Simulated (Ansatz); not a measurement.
## BaTe (Fm-3m): elastic constants by finite strains

Method: PBEsol, PAW on Ansatz 0.2.0's default frozen-core files (fitted under PBE), scalar-relativistic.

The cell comes from a PAW relaxation under the same functional.

Command:

```sh
ansatz run input.yaml --threads 1 --pin off --max-ram 2560MiB --backend cpu --events-out ev --progress --plain --runs-dir out
```

Input:

```yaml
crystal:
  lattice:
    - [0.0, 3.47137391772, 3.47137391772]
    - [3.47137391772, 0.0, 3.47137391772]
    - [3.47137391772, 3.47137391772, 0.0]
  atoms:
    - { symbol: Ba, position: [0.0, 0.0, 0.0] }
    - { symbol: Te, position: [0.5, 0.5, 0.5] }
kpoints:
  mp_grid: { grid: [6, 6, 6] }
scf:
  occupations: { method: fixed }
hamiltonian:
  xc: pbesol
  pseudopotentials: { kind: paw }
elastic:
  mode: relaxed_ion
  stencil: four_point
  amplitude: 0.008
```

The program printed:

```
Warning: RAYON_NUM_THREADS=1 ignored (pool sized by the plan → 1); use --threads N
Engine: ansatz 0.2.0, aarch64-unknown-linux-gnu
Pseudopotentials: kind: paw
Pseudopotential: Ba, paw, valence charge 10, recommended cutoff 420 eV (normal), Ba.paw.azcp
Pseudopotential: Te, paw, valence charge 16, recommended cutoff 420 eV (normal), Te.paw.azcp
Functional definition: PBEsol
  exchange = pbesol_x
  correlation = pbesol_c
Crystal: 2 atoms, lattice volume = 83.663 Å³
Basis set: ecut = 420 eV, 1639 PW (Γ), exchange–correlation on 72×72×72 points (8 copies of the dense FFT grid, shifted against one another)
Bands: 17, of which v1, the nominal top of the filled ones, is band 13 counted from 1 (12 counted from 0)
Symmetry: 48 space group operations
Space group: Fm-3m (ITA 225), of the structure as read, at distance tolerance 4.4e-5 Å
k-points: 16 of 216
Non-local potential: Ba, projectors of the file, l = 0: 3, l = 1: 2, l = 2: 2, l = 3: 2
Non-local potential: Te, projectors of the file, l = 0: 2, l = 1: 2, l = 2: 2, l = 3: 2
PAW form: soft (Blöchl's): semilocal exchange-correlation on the pseudo side does not see the compensation charge
[... 150 lines left out ...]
  moduli (Voigt/Reuss/Hill, GPa): K = 32.05/32.05/32.05   G = 20.45/15.21/17.83   E = 45.12   ν = 0.265
  mechanically stable: yes (min eigenvalue of sym C = 11.07 GPa)
  strain η (Voigt 11):  stress-route row diagonal C_11 = 78.07 GPa, energy-path curvature d²(F+E_count+ΔE)/dδ²/Ω₀ = 78.07 GPa
    cells at ±δ against ±2δ: C11 78.19 and 78.56 GPa, apart by 0.47 % of the column's largest entry
         δ    σ_11 (GPa)             F (eV)   n_scf  n_hpsi   n_pw
    -1.600e-2      -1.3786      -12767.7033869       9   11345   1624   relax 0 steps, max|allowed force component| 1.68e-30 eV/Å
    -8.000e-3      -0.6460      -12767.7075884       5    9056   1644   relax 0 steps, max|allowed force component| 4.78e-30 eV/Å
     8.000e-3       0.6051      -12767.7075775       6    9934   1660   relax 0 steps, max|allowed force component| 6.26e-30 eV/Å
     1.600e-2       1.1352      -12767.7039205       7    9259   1676   relax 0 steps, max|allowed force component| 1.17e-29 eV/Å
  strain η (Voigt 23):  stress-route row diagonal C_44 = 11.07 GPa, energy-path curvature d²(F+E_count+ΔE)/dδ²/Ω₀ = 11.07 GPa
    cells at ±δ against ±2δ: C44 11.08 and 11.08 GPa, apart by 0.05 % of the column's largest entry
         δ    σ_23 (GPa)             F (eV)   n_scf  n_hpsi   n_pw
    -1.600e-2      -0.1773      -12767.7081477       9   16746   1651   relax 0 steps, max|allowed force component| 1.45e-29 eV/Å
    -8.000e-3      -0.0886      -12767.7087024       5   15238   1652   relax 0 steps, max|allowed force component| 4.06e-29 eV/Å
     8.000e-3       0.0886      -12767.7087024       5   14931   1652   relax 0 steps, max|allowed force component| 1.42e-29 eV/Å
     1.600e-2       0.1773      -12767.7081477       7   14776   1651   relax 0 steps, max|allowed force component| 1.03e-28 eV/Å
```

Self-consistency was reached.

### Elastic moduli

Elastic constants of a crystal by Kohn-Sham DFT: slopes of the stress over finite engineering strains of the given cell, Voigt indices, Cartesian axes as in the input; Hill averages of a grain aggregate, Debye temperature from the mean sound speed over directions.

```json
{
  "Bulk modulus": "32.05 GPa",
  "Shear modulus": "17.83 GPa",
  "Young modulus": "45.12 GPa",
  "Poisson ratio": "0.2653",
  "Bulk over shear modulus": "1.797",
  "Elastic anisotropy index": "1.725",
  "Least young modulus": "29.79 GPa",
  "Largest young modulus": "76.2 GPa",
  "Longitudinal sound speed": "3258 m/s",
  "Transverse sound speed": "1841 m/s",
  "Elastic debye temperature": "169.8 K",
  "Linear compressibility (x, y, z)": "10.4, 10.4, 10.4 1/TPa",
  "Zener ratio": "0.3208",
  "Cauchy pressure": "-2.04 GPa"
}
```

Elastic constants:

```json
{
  "Pressure at rest": "-0.013 GPa",
  "Least elastic eigenvalue": "11.07 GPa",
  "Elastically stable": "yes"
}
```

| index | elastic (GPa) |
| --- | --- |
| 11 | 78.07 |
| 12 | 9.03 |
| 44 | 11.07 |

### Strained cells

Stress of each strained cell less that at rest, tension positive.

```
strain component  strain  stress xx (GPa)  stress yy (GPa)  stress zz (GPa)  stress yz (GPa)  stress xz (GPa)  stress xy (GPa)  relaxation steps
              xx  -0.016           -1.392          -0.1464          -0.1464                0                0                0                 0
              xx  -0.008          -0.6592          -0.0728          -0.0728                0                0                0                 0
              xx   0.008           0.5919           0.0717           0.0717                0                0                0                 0
              xx   0.016            1.122           0.1424           0.1424                0                0                0                 0
              yz  -0.016            0.003                0                0          -0.1773                0                0                 0
              yz  -0.008           0.0007                0                0          -0.0886                0                0                 0
              yz   0.008           0.0007                0                0           0.0886                0                0                 0
              yz   0.016            0.003                0                0           0.1773                0                0                 0
```

Limits of these numbers: frozen-core PAW files fitted under PBE, their cores solved anew for the functional of the run.

Cost: 24 s on 1 thread of Arm Neoverse V2 (shared host), peak memory 0.39 GiB.
